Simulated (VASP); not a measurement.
# MgO (P-6m2) in VASP: further runs

Runs on MgO. Level: r2SCAN. Tasks: equation of state.

Program: VASP 6.6.1. These are calculated values, not measurements. Logs are shortened: lines on timing, memory, paths and dates and some standing lists are left out, and cuts for length are marked.

### Step 1. The crystal as given

It takes space group P-6m2 (No. 187, hexagonal). The conventional cell has a = 2.938 Å, b = 2.938 Å, c = 2.680 Å, α = 90.00°, β = 90.00°, γ = 120.00°. Mg (site symmetry -6m2) is surrounded by 6 O at 2.16 Å. O (site symmetry -6m2) is surrounded by 6 Mg at 2.16 Å.

Measurements of this composition are mostly on another form, of space group No. 225.

### Step 2. Equation of state, r2SCAN, 9.42 Å³/atom (volume scaled by 0.94)

The input, INCAR:

```
SYSTEM = MgO
ALGO = Normal
EDIFF = 1E-6
ENCUT = 520
ISIF = 2
ISMEAR = -1
LASPH = .TRUE.
LCHARG = .FALSE.
LMIXTAU = .TRUE.
LREAL = .FALSE.
LWAVE = .FALSE.
METAGGA = R2SCAN
NELM = 100
PREC = Accurate
SIGMA = 0.05
```

The input, KPOINTS:

```
k-points
0
G
  10 10 10
  0 0 0
```

The input, POSCAR:

```
MgO
1.0
    2.8780444641      0.0000000000      0.0000000000
   -1.4390222320      2.4924596191      0.0000000000
    0.0000000000      0.0000000000      2.6249773038
Mg O
1 1
Direct
    0.0000000000      0.0000000000      0.0000000000
    0.3333333333      0.6666666667      0.5000000000
```

Potentials or basis: VASP PAW PBE potentials, release 64 (Mg, O).

Run with:

```console
$ cat potpaw_PBE.64/Mg/POTCAR potpaw_PBE.64/O/POTCAR > POTCAR
$ mpirun -np 1 vasp_std > vasp.out
```

OUTCAR:

```text
SYSTEM = MgO
   EDIFF = 1E-6
   ENCUT = 520
   ISIF = 2
   ISMEAR = -1
   LASPH = .TRUE.
   LREAL = .FALSE.
   METAGGA = R2SCAN
   NELM = 100
   PREC = Accurate

 Found     84 irreducible k-points:

 Following reciprocal coordinates:
            Coordinates               Weight
  0.000000  0.000000  0.000000      1.000000
  0.100000  0.000000  0.000000      6.000000
  0.200000  0.000000  0.000000      6.000000
  0.300000 -0.000000  0.000000      6.000000
  0.400000  0.000000  0.000000      6.000000
  0.500000  0.000000  0.000000      3.000000
   k-points           NKPTS =     84   k-points in BZ     NKDIM =     84   number of bands    NBANDS=      8
   number of dos      NEDOS =    301   number of ions     NIONS =      2
   total plane-waves  NPLWV =  11520
   dimension x,y,z NGX =    24 NGY =   24 NGZ =   20
   dimension x,y,z NGXF=    48 NGYF=   48 NGZF=   40
   ions per type =               1   1
   NGX,Y,Z   is equivalent  to a cutoff of  13.86, 13.86, 12.67 a.u.
   NGXF,Y,Z  is equivalent  to a cutoff of  27.73, 27.73, 25.33 a.u.
 SYSTEM =  MgO
   PREC   = accura    normal or accurate (medium, high low for compatibility)
   ISTART =      0    job   : 0-new  1-cont  2-samecut
   ICHARG =      2    charge: 1-file 2-atom 10-const
   ISPIN  =      1    spin polarized calculation?
   LNONCOLLINEAR =      F non collinear calculations
   LSORBIT =      F    spin-orbit coupling
   LASPH  =      T    aspherical Exc in radial PAW
   ENCUT  =  520.0 eV  38.22 Ry    6.18 a.u.   5.35  5.35  4.88*2*pi/ulx,y,z
   NELM   =    100;   NELMIN=  2; NELMDL= -5     # of ELM steps
   EDIFF  = 0.1E-05   stopping-criterion for ELM
   LREAL  =      F    real-space projection
   EDIFFG = 0.1E-04   stopping-criterion for IOM
   NSW    =      0    number of steps for IOM
   IBRION =     -1    ionic relax: 0-MD 1-quasi-New 2-CG
   NFREE  =      0    steps in history (QN), initial steepest desc. (CG)
   ISIF   =      2    stress and relaxation
   ISYM   =      2    0-nonsym 1-usesym 2-fastsym
   POTIM  = 0.5000    time-step for ionic-motion
   TEBEG  =    0.0;   TEEND  =   0.0 temperature during run
   PSTRESS=    0.0 pullay stress
   NELECT =       8.0000    total number of electrons
   NUPDOWN=      -1.0000    fix difference up-down
   EMIN   =  10.00;   EMAX   =-10.00  energy-range for DOS
   EFERMI =   0.00;   METHOD = LEGACY
   ISMEAR =    -1;   SIGMA  =   0.05  broadening in eV -4-tet -1-fermi 0-gaus
   EFERMI_NEDOS =   21; number of points for ismear=-14 and -15
   IALGO  =     38    algorithm
   IMIX   =      4    mixing-type and parameters
     AMIX     =   0.40;   BMIX     =  1.00
     AMIX_MAG =   1.60;   BMIX_MAG =  1.00
  volume/ion in A,a.u.               =       9.42        63.54
  Fermi-wavevector in a.u.,A,eV,Ry     =   1.230706  2.325698 20.607902  1.514638
  Thomas-Fermi vector in A             =   2.365544
   LORBIT       =      0    0 simple, 1 ext, 2 COOP (PROOUT), +10 PAW based schemes
   METAGGA = R2SCAN    functional components
   LHFCALC =     F    Hartree Fock is set to
   AEXX    =    0.0000 exact exchange contribution
   IVDW    =     0    specifies the selected vdW correction
   LEPSILON=     F    determine dielectric tensor
   LRPA    =     F    only Hartree local field effects (RPA)
 non-spin polarized calculation
  energy-cutoff  :      520.00
  volume of cell :       18.83
 maximum number of plane-waves:       532
 NGX is ok and might be reduce to    24
   NGX = 11   NGY = 11   NGZ =  9

 number of electron       7.9999996 magnetization

 Free energy of the ion-electron system (eV)
  ---------------------------------------------------
  ext. energy  EPLUGINS =         0.00000000
  ---------------------------------------------------
  free energy    TOTEN  =       -15.40964741 eV

  energy without entropy =      -15.40964741  energy(sigma->0) =      -15.40964741

 E-fermi :   4.5560     XC(G=0): -11.5269

 val. band max:        3.4105035793   @ k =   0.3000   0.3000   0.0000
 cond. band min:       7.6738372050   @ k =   0.0000   0.0000   0.0000
 fundamental gap:      4.2633336257
 Fermi energy:         4.5559912664

 k-point     1 :       0.0000    0.0000    0.0000
  band No.  band energies     occupation
      1     -15.3116      2.00000
      2       2.7458      2.00000
      3       2.7458      2.00000
      4       2.9940      2.00000
      5       7.6738      0.00000
      6      16.5217      0.00000
      7      20.5297      0.00000
      8      20.5297      0.00000

 k-point     2 :       0.1000    0.0000    0.0000
  band No.  band energies     occupation
      1     -15.2160      2.00000
      2       2.0987      2.00000
      3       2.6653      2.00000
      4       3.0276      2.00000
      5       8.2762      0.00000
      6      16.5826      0.00000
      7      19.5250      0.00000
      8      20.8401      0.00000

 k-point     3 :       0.2000    0.0000    0.0000
  band No.  band energies     occupation
      1     -14.9553      2.00000
      2       0.7868      2.00000
      3       2.4625      2.00000
      4       3.1174      2.00000
      5       9.4534      0.00000
      6      16.2562      0.00000
      7      18.7151      0.00000
      8      21.6366      0.00000

 k-point     4 :       0.3000   -0.0000    0.0000
  band No.  band energies     occupation
      1     -14.6074      2.00000
      2      -0.5072      2.00000
      3       2.2258      2.00000
      4       3.2322      2.00000
      5      10.4956      0.00000
      6      15.5834      0.00000
      7      18.7106      0.00000
      8      22.5525      0.00000

 k-point     5 :       0.4000    0.0000    0.0000
  band No.  band energies     occupation
      1     -14.3013      2.00000
      2      -1.4341      2.00000
      3       2.0444      2.00000
      4       3.3286      2.00000
      5      11.0297      0.00000
      6      15.5333      0.00000
      7      18.3722      0.00000
      8      23.1935      0.00000

 k-point     6 :       0.5000    0.0000    0.0000
  band No.  band energies     occupation
      1     -14.1771      2.00000
      2      -1.7722      2.00000
      3       1.9772      2.00000
      4       3.3663      2.00000
      5      11.1394      0.00000
      6      15.7794      0.00000
      7      18.0043      0.00000
      8      23.4076      0.00000

 [... further k-points ...]

------------------------ aborting loop because EDIFF is reached ----------------------------------------

  FORCE on cell =-STRESS in cart. coord.  units (eV):
  Direction    XX          YY          ZZ          XY          YZ          ZX
  --------------------------------------------------------------------------------------
  -------------------------------------------------------------------------------------
  Total        0.3128666      0.3128666      0.4634020      0.0000000      0.0000000      0.0000000
  in kB       26.6206507     26.6206507     39.4291366      0.0000000      0.0000000      0.0000000
  external PRESSURE =      30.8901460 kB  Pullay stress =       0.0000000 kB

 VOLUME and BASIS-vectors are now :
 -----------------------------------------------------------------------------
  energy-cutoff  :      520.00
  volume of cell :       18.83
      direct lattice vectors                 reciprocal lattice vectors
     2.878044464  0.000000000  0.000000000     0.347458148  0.200605055  0.000000000
    -1.439022232  2.492459619  0.000000000     0.000000000  0.401210111  0.000000000
     0.000000000  0.000000000  2.624977304     0.000000000  0.000000000  0.380955675

 POSITION                                       TOTAL-FORCE (eV/Angst)
 -----------------------------------------------------------------------------------
      0.00000      0.00000      0.00000         0.000000     -0.000000      0.000000
     -0.00000      1.66164      1.31249        -0.000000      0.000000      0.000000
 -----------------------------------------------------------------------------------
    total drift:                               -0.000002      0.000001     -0.000000

  FREE ENERGIE OF THE ION-ELECTRON SYSTEM (eV)
  ---------------------------------------------------
  free  energy   TOTEN  =       -15.4096474084 eV

  energy  without entropy=      -15.4096474084  energy(sigma->0) =      -15.40964741
```

It took 32 s on 1 thread of Intel Xeon Platinum 8488C (Sapphire Rapids), shared host; peak memory 0.15 GiB.

Results:

```yaml
Free_energy: -15.4096 eV
Pressure: 3.1 GPa
Band_gap_on_the_k_mesh: 4.26 eV, indirect (least direct gap 4.68 eV)
```

Caveat: the PAW data sets were made with another functional, which shifts forces and pressure a little.

### Step 3. Equation of state, r2SCAN, 9.62 Å³/atom (volume scaled by 0.96)

The input, INCAR:

```
SYSTEM = MgO
PREC = Accurate
ENCUT = 520
EDIFF = 1E-6
ISMEAR = -1
SIGMA = 0.05
LREAL = .False.
LASPH = .True.
NELM = 80
ALGO = Normal
ISIF = 2
LWAVE = .False.
LCHARG = .False.
METAGGA = R2SCAN
LMIXTAU = .True.
```

The input, KPOINTS:

```
Automatic mesh
0
Gamma
  10 10 10
  0 0 0
```

The input, POSCAR:

```
MgO
1.0
    2.8983130506      0.0000000000      0.0000000000
   -1.4491565253      2.5100127300      0.0000000000
    0.0000000000      0.0000000000      2.6434636685
Mg O
1 1
Direct
    0.0000000000      0.0000000000      0.0000000000
    0.3333333333      0.6666666667      0.5000000000
```

Potentials or basis: VASP PAW PBE potentials, release 64 (Mg, O).

Run with:

```console
$ cat potpaw_PBE.64/Mg/POTCAR potpaw_PBE.64/O/POTCAR > POTCAR
$ mpirun -np 1 vasp_std > vasp.out
```

It took 35 s on 1 thread of Intel Xeon Platinum 8488C (Sapphire Rapids), shared host; peak memory 0.14 GiB.

Results (log left out):

```yaml
Free_energy: -15.4135 eV
Pressure: -0.4 GPa
Band_gap_on_the_k_mesh: 4.09 eV, indirect (least direct gap 4.50 eV)
```

Caveat: the PAW data sets were made with another functional, which shifts forces and pressure a little.

### Step 4. Equation of state, r2SCAN, 9.82 Å³/atom (volume scaled by 0.98)

The input, INCAR:

```
SYSTEM = MgO
  PREC = Accurate
  ENCUT = 520
  EDIFF = 1E-7
  ISMEAR = -1
  SIGMA = 0.05
  LREAL = .False.
  LASPH = .True.
  NELM = 80
  ALGO = Normal
  ISIF = 2
  LWAVE = .False.
  LCHARG = .False.
  METAGGA = R2SCAN
  LMIXTAU = .True.
```

KPOINTS is that of step 3.

The input, POSCAR:

```
MgO
1.0
    2.9183020482      0.0000000000      0.0000000000
   -1.4591510241      2.5273237096      0.0000000000
    0.0000000000      0.0000000000      2.6616950286
Mg O
1 1
Direct
    0.0000000000      0.0000000000      0.0000000000
    0.3333333333      0.6666666667      0.5000000000
```

Run with:

```console
$ cat potpaw_PBE.64/Mg/POTCAR potpaw_PBE.64/O/POTCAR > POTCAR
$ mpirun -np 1 vasp_std > vasp.out
```

Wall time 41 s (1 thread of Intel Xeon Platinum 8488C (Sapphire Rapids), shared host); peak memory 0.14 GiB.

It converged, with:

- Free energy: -15.4093 eV
- Pressure: -3.5 GPa
- Band gap on the k mesh: 3.92 eV, indirect (least direct gap 4.33 eV)

Caveat: the PAW data sets were made with another functional, which shifts forces and pressure a little.

### Step 5. Equation of state, r2SCAN, 10.22 Å³/atom (volume scaled by 1.02)

The input, INCAR:

```
PREC = Accurate
ENCUT = 520
EDIFF = 1E-7
ISMEAR = -1
SIGMA = 0.05
LREAL = F
LASPH = T
NELM = 100
ALGO = Normal
ISIF = 2
LWAVE = F
LCHARG = F
METAGGA = R2SCAN
LMIXTAU = T
```

The input, KPOINTS:

```
regular mesh
0
Gamma
  10 10 10
```

The input, POSCAR:

```
MgO
1.0
    2.9574785625      0.0000000000      0.0000000000
   -1.4787392813      2.5612515663      0.0000000000
    0.0000000000      0.0000000000      2.6974267424
Mg O
1 1
Direct
    0.0000000000      0.0000000000      0.0000000000
    0.3333333333      0.6666666667      0.5000000000
```

Run with:

```console
$ cat potpaw_PBE.64/Mg/POTCAR potpaw_PBE.64/O/POTCAR > POTCAR
$ mpirun -np 1 vasp_std > vasp.out
```

It took 42 s on 1 thread of Intel Xeon Platinum 8488C (Sapphire Rapids), shared host; peak memory 0.15 GiB.

The run converged. Its results:

| Property | Result |
| --- | --- |
| Free energy | -15.3793 eV |
| Pressure | -8.8 GPa |
| Band gap on the k mesh | 3.61 eV, indirect (least direct gap 4.01 eV) |

Caveat: the PAW data sets were made with another functional, which shifts forces and pressure a little.

### Step 6. Equation of state, r2SCAN, 10.42 Å³/atom (volume scaled by 1.04)

The input, INCAR:

```
ALGO = Normal
EDIFF = 1E-6
ENCUT = 520
ISIF = 2
ISMEAR = -1
LASPH = True
LCHARG = False
LMIXTAU = True
LREAL = False
LWAVE = False
METAGGA = R2SCAN
NELM = 100
PREC = Accurate
SIGMA = 0.05
```

The input, KPOINTS:

```
k-points
0
Gamma
  10 10 10
```

The input, POSCAR:

```
MgO
1.0
    2.9766835069      0.0000000000      0.0000000000
   -1.4883417534      2.5778835360      0.0000000000
    0.0000000000      0.0000000000      2.7149429912
Mg O
1 1
Direct
    0.0000000000      0.0000000000      0.0000000000
    0.3333333333      0.6666666667      0.5000000000
```

Potentials or basis: VASP PAW PBE potentials, release 64 (Mg, O).

Run with:

```console
$ cat potpaw_PBE.64/Mg/POTCAR potpaw_PBE.64/O/POTCAR > POTCAR
$ mpirun -np 1 vasp_std > vasp.out
```

Run time: 38 s. Hardware: 1 thread of Intel Xeon Platinum 8488C (Sapphire Rapids), shared host; peak memory 0.15 GiB.

The run converged. Its results:

| Item | Value |
| --- | --- |
| Free energy | -15.3550 eV |
| Pressure | -11.0 GPa |
| Band gap on the k mesh | 3.47 eV, indirect (least direct gap 3.86 eV) |

Caveat: the PAW data sets were made with another functional, which shifts forces and pressure a little.

### Step 7. Equation of state, r2SCAN, 10.62 Å³/atom (volume scaled by 1.06)

The input, INCAR:

```
PREC = Accurate ; ENCUT = 520
EDIFF = 1E-7 ; ISMEAR = -1
SIGMA = 0.05 ; LREAL = False
LASPH = True ; NELM = 100
ALGO = Normal ; ISIF = 2
LWAVE = False ; LCHARG = False
METAGGA = R2SCAN ; LMIXTAU = True
```

The input, KPOINTS:

```
Automatic mesh
0
Gamma
  10 10 10
```

The input, POSCAR:

```
MgO
1.0
    2.9956437857      0.0000000000      0.0000000000
   -1.4978218928      2.5943036191      0.0000000000
    0.0000000000      0.0000000000      2.7322360880
Mg O
1 1
Direct
    0.0000000000      0.0000000000      0.0000000000
    0.3333333333      0.6666666667      0.5000000000
```

Run with:

```console
$ cat potpaw_PBE.64/Mg/POTCAR potpaw_PBE.64/O/POTCAR > POTCAR
$ mpirun -np 1 vasp_std > vasp.out
```

Wall time 40 s (1 thread of Intel Xeon Platinum 8488C (Sapphire Rapids), shared host); peak memory 0.14 GiB.

Results (log left out):

```
Free energy            : -15.3254 eV
Pressure               : -13.0 GPa
Band gap on the k mesh : 3.33 eV, indirect (least direct gap 3.72 eV)
```

Caveat: the PAW data sets were made with another functional, which shifts forces and pressure a little.

### Step 8. Equation of state, r2SCAN

This step only gathers the single runs of the series.

What came out:

* Equilibrium volume: 9.61 Å³/atom
* Bulk modulus at fixed shape and positions: 158 GPa
* Pressure derivative of the bulk modulus: 4.1

Energy against volume, from the lowest point:
```tsv
volume (Å³/atom)	energy (meV/atom)
9.415	1.95
9.615	0.00
9.816	2.14
10.016	7.99
10.216	17.14
10.417	29.27
10.617	44.09
```

Caveat: the cell was scaled at fixed shape and fractional positions, which overstates the stiffness of a crystal with free parameters, most of all of layers and chains; the PAW data sets were made with another functional, which shifts forces and pressure a little.
